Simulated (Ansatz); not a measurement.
**Copper, A15 under r²SCAN: structure and ground-state energy**

The plan for copper in the A15 structure: relax it, then solve it on a dense k-mesh. Spin polarisation is left out. The k-meshes are 6×6×6 for the relaxation; 8×8×8 for the dense run.

Method: DFT r2SCAN, plane waves (500 eV) with PAW, scalar-relativistic; PAW files made under PBE, frozen cores solved again for the functional, in Ansatz 0.2.0.

**1. The system as given**

Symmetry: Pm-3n, No. 223, cubic system. Conventional cell: a = 4.555 Å, b = 4.555 Å, c = 4.555 Å, α = 90.00°, β = 90.00°, γ = 90.00°. Cu (site symmetry m-3) has 12 Cu at 2.55 Å as nearest neighbours. Cu (site symmetry -4m2) has 6 Cu at 2.28 to 2.55 Å as nearest neighbours.

Coordinates:

```cif
data_structure
_symmetry_space_group_name_H-M 'Pm-3n'
_symmetry_Int_Tables_number 223
_cell_length_a 4.5546
_cell_length_b 4.5546
_cell_length_c 4.5546
_cell_angle_alpha 90.000
_cell_angle_beta 90.000
_cell_angle_gamma 90.000
_cell_volume 94.48
loop_
_atom_site_label
_atom_site_type_symbol
_atom_site_symmetry_multiplicity
_atom_site_Wyckoff_symbol
_atom_site_fract_x
_atom_site_fract_y
_atom_site_fract_z
_atom_site_occupancy
Cu1 Cu 2 a 0.00000 0.00000 0.00000 1
Cu2 Cu 6 c 0.25000 0.00000 0.50000 1
```

**2. Geometry optimisation**

Contents of input.yaml:

```yaml
crystal:
  lattice:
    - [4.5545641985, 0.0, 0.0]
    - [0.0, 4.5545641985, 0.0]
    - [0.0, 0.0, 4.5545641985]
  atoms:
    - { symbol: Cu, position: [0.0, 0.0, 0.0] }
    - { symbol: Cu, position: [0.5, 0.5, 0.5] }
    - { symbol: Cu, position: [0.25, 0.0, 0.5] }
    - { symbol: Cu, position: [0.75, 0.0, 0.5] }
    - { symbol: Cu, position: [0.5, 0.25, 0.0] }
    - { symbol: Cu, position: [0.5, 0.75, 0.0] }
    - { symbol: Cu, position: [0.0, 0.5, 0.25] }
    - { symbol: Cu, position: [0.0, 0.5, 0.75] }
hamiltonian:
  xc: r2scan
  pseudopotentials:
    kind: paw
    azcp:
      Cu: "pseudopotentials/Cu.paw.azcp"
basis:
  ecutwfc: 500
  fft_grid_basis: typed
kpoints:
  mp_grid: { grid: [6, 6, 6], shift: [0, 0, 0] }
magnetization:
  spin_polarized: false
scf:
  occupations: { method: fermi_dirac, width: 0.1 }
relax:
  max_steps: 60
  f_tol: 0.01
  cell: {}
```

What it wrote, cut to the lines that bear on the results:

```text
[...]
Pseudopotentials: kind: paw
Pseudopotential: Cu, paw, valence charge 19, recommended cutoff 500 eV (meta_gga), <dir>
Functional definition: r2SCAN
[...]
Crystal: 8 atoms, lattice volume = 94.480 Å³
Basis set: ecut = 500 eV, 2373 PW (Γ), exchange–correlation on 144×144×144 points (64 copies of the dense FFT grid, shifted against one another)
Bands: 92, of which v1, the nominal top of the filled ones, is band 76 counted from 1 (75 counted from 0)
Symmetry: 48 space group operations
Space group: Pm-3n (ITA 223), of the structure as read, at distance tolerance 4.6e-5 Å
k-points: 20 of 216
[...]
SCF iter   1: F=—  HF=-53049.235114 eV  |F-HF|=—  |Δ(HF+E_count)|=         —  Δρ=4.12e-2  dr2=8.86e-1  dr2_τ=6.70e-3  ethr=1.77e-3  ⟨swp⟩=5.0  Hψ=5992  notcnv=0  defer=74
[...]
relax step   1: F+E_penalty+E_count = -53049.06729305 eV  Δ(F+E_penalty+E_count) = +0.000e0 eV  max|allowed force component| = 1.265e-17 eV/Å  Δτ_max = 0.0000 Å  P = -0.934 GPa  Ω = 94.480 Å³  (10 SCF iters, dr2 threshold 1.00e-7 eV, accepted)
[...]
relax step   3: F+E_penalty+E_count = -53049.06934180 eV  Δ(F+E_penalty+E_count) = -5.264e-4 eV  max|allowed force component| = 2.720e-17 eV/Å  Δτ_max = 0.0000 Å  P = +0.006 GPa  Ω = 93.896 Å³  energy of the carried Pulay correction = +3.490e-4 eV  (8 SCF iters, dr2 threshold 4.74e-7 eV, accepted)
[...]
  atom   1  Cu    -0.00000000     0.00000000    -0.00000000
  atom   2  Cu    -0.00000000    -0.00000000     0.00000000
  atom   3  Cu     0.00000000    -0.00000000    -0.00000000
  atom   4  Cu     0.00000000     0.00000000    -0.00000000
  atom   5  Cu     0.00000000    -0.00000000     0.00000000
  atom   6  Cu    -0.00000000     0.00000000    -0.00000000
  atom   7  Cu    -0.00000000     0.00000000    -0.00000000
  atom   8  Cu     0.00000000    -0.00000000     0.00000000
[...]
--- Stress (GPa, compression-positive) ---
       -0.000054      -0.000000      -0.000000
       -0.000000      -0.000054       0.000000
       -0.000000       0.000000      -0.000054
  P = ⅓ Tr σ = -0.0001 GPa (-0.001 kbar)
--- Relaxed structure (3 steps of the walk, 3 accepted, 1 SCFs on fresh bases) ---
  F+E_penalty+E_count = -53049.06896765 eV   max|allowed force component| = 3.816e-17 eV/Å   (the final SCF, on the basis selected at the relaxed cell)
  cell:  # Å, volume = 93.8965 Å³
    - [4.545166156376458, 3.5709951052179995e-34, -4.012354050806741e-36]
    - [1.163582674733955e-34, 4.545166156376458, 0.0]
    - [-4.012354050806741e-36, 8.024708101613482e-36, 4.545166156376458]
  atoms:
    - { symbol: Cu, position: [2.973214193782267e-36, 4.2395832022450836e-36, 2.7805058664074897e-36] }
    - { symbol: Cu, position: [0.5, 0.5, 0.5] }
    - { symbol: Cu, position: [0.25, -4.09092249255597e-35, 0.5] }
    - { symbol: Cu, position: [0.75, -5.671130777029141e-36, 0.5] }
    - { symbol: Cu, position: [0.5, 0.25, -7.433035484455665e-37] }
    - { symbol: Cu, position: [0.5, 0.75, 1.018601158980962e-36] }
    - { symbol: Cu, position: [1.1782737730914905e-35, 0.5, 0.25] }
    - { symbol: Cu, position: [1.0901785377201643e-35, 0.5, 0.75] }
```

Wall time 75 s (2 threads of an x86-64 CPU, shared host); peak memory 0.86 GiB.

The walk, from the log:

| step | energy change (meV/atom) | largest force (eV/Å) | pressure (GPa) | volume (Å³/atom) |
| --- | --- | --- | --- | --- |
| 1 | 0.00 | 0.0000 | -0.93 | 11.810 |
| 2 | -0.19 | 0.0000 | -0.44 | 11.771 |
| 3 | -0.26 | 0.0000 | 0.01 | 11.737 |
| 4 | -0.21 | 0.0000 | 0.00 | 11.737 |

Steps that repeat a cell are solved on a basis chosen anew, so their changes of energy are no gain of the relaxation.

The cell of the run, before and after:

|  | before | after | change |
| --- | --- | --- | --- |
| a (Å) | 4.555 | 4.545 | -0.2 % |
| b (Å) | 4.555 | 4.545 | -0.2 % |
| c (Å) | 4.555 | 4.545 | -0.2 % |
| volume (Å³/atom) | 11.810 | 11.737 | -0.6 % |
| shortest distance (Å) | 2.277 | 2.273 | -0.2 % |
| space group (spins left aside) | Pm-3n | Pm-3n | same |

**3. Single point on a dense mesh**

Contents of input.yaml:

```yaml
crystal:
  lattice:
    - [4.5451661564, 0.0, 0.0]
    - [0.0, 4.5451661564, 0.0]
    - [0.0, 0.0, 4.5451661564]
  atoms:
    - { symbol: Cu, position: [0.0, 0.0, 0.0] }
    - { symbol: Cu, position: [0.5, 0.5, 0.5] }
    - { symbol: Cu, position: [0.25, 1.0, 0.5] }
    - { symbol: Cu, position: [0.75, 1.0, 0.5] }
    - { symbol: Cu, position: [0.5, 0.25, 1.0] }
    - { symbol: Cu, position: [0.5, 0.75, 0.0] }
    - { symbol: Cu, position: [0.0, 0.5, 0.25] }
    - { symbol: Cu, position: [0.0, 0.5, 0.75] }
hamiltonian:
  xc: r2scan
  pseudopotentials:
    kind: paw
    azcp:
      Cu: "pseudopotentials/Cu.paw.azcp"
basis:
  ecutwfc: 500
  fft_grid_basis: typed
kpoints:
  mp_grid: { grid: [8, 8, 8], shift: [0, 0, 0] }
magnetization:
  spin_polarized: false
scf:
  occupations: { method: fermi_dirac, width: 0.1 }
```

What it wrote, cut to the lines that bear on the results:

```text
[...]
[... 3 set-up lines as earlier in the session ...]
[...]
Crystal: 8 atoms, lattice volume = 93.896 Å³
Basis set: ecut = 500 eV, 2373 PW (Γ), exchange–correlation on 144×144×144 points (64 copies of the dense FFT grid, shifted against one another)
Bands: 85, of which v1, the nominal top of the filled ones, is band 76 counted from 1 (75 counted from 0)
[... 1 set-up line as earlier in the session ...]
Space group: Pm-3n (ITA 223), of the structure as read, at distance tolerance 4.5e-5 Å
k-points: 35 of 512
[...]
SCF iter   1: F=—  HF=-53049.241475 eV  |F-HF|=—  |Δ(HF+E_count)|=         —  Δρ=4.14e-2  dr2=8.85e-1  dr2_τ=6.55e-3  ethr=1.77e-3  ⟨swp⟩=4.7  Hψ=8746  notcnv=0  defer=23
[...]
SCF iter   9: F=-53049.073951 eV  HF=-53049.073951 eV  |F-HF|=3.45e-8  |Δ(HF+E_count)|=   7.46e-8  Δρ=7.27e-6  dr2=4.69e-8  dr2_τ=1.63e-10  ethr=6.58e-11  ⟨swp⟩=2.9  Hψ=6377  notcnv=0
[...]
SCF converged after 9 iterations
Free energy (F): -53049.073951 eV
[...]
E sigma→0 (E₀):  -53049.033474 eV
Entropy (-TS):   -0.080954 eV (-10.119 meV/atom)
Fermi energy:    16.784149 eV
[...]
```

Wall time 26 s (2 threads of an x86-64 CPU, shared host); peak memory 0.91 GiB.

**4. What came out**

| quantity | value |
| --- | --- |
| space group (spins left aside) | Pm-3n (No. 223) |
| conventional cell | a = 4.545 Å |
| volume | 11.737 Å³/atom |
| shortest distance | 2.273 Å |
| gap on the mesh | none (levels filled in part) |
| relative to fcc | +108 meV/atom |

In words: The relaxation shrank the cell by 0.6 % in volume. Against the reference form of copper (fcc, computed apart with the same settings) it stands 108 meV/atom higher. Levels at the Fermi energy are filled in part, as in a metal. The symmetry was held, so the structure may be unstable against distortions that break it.
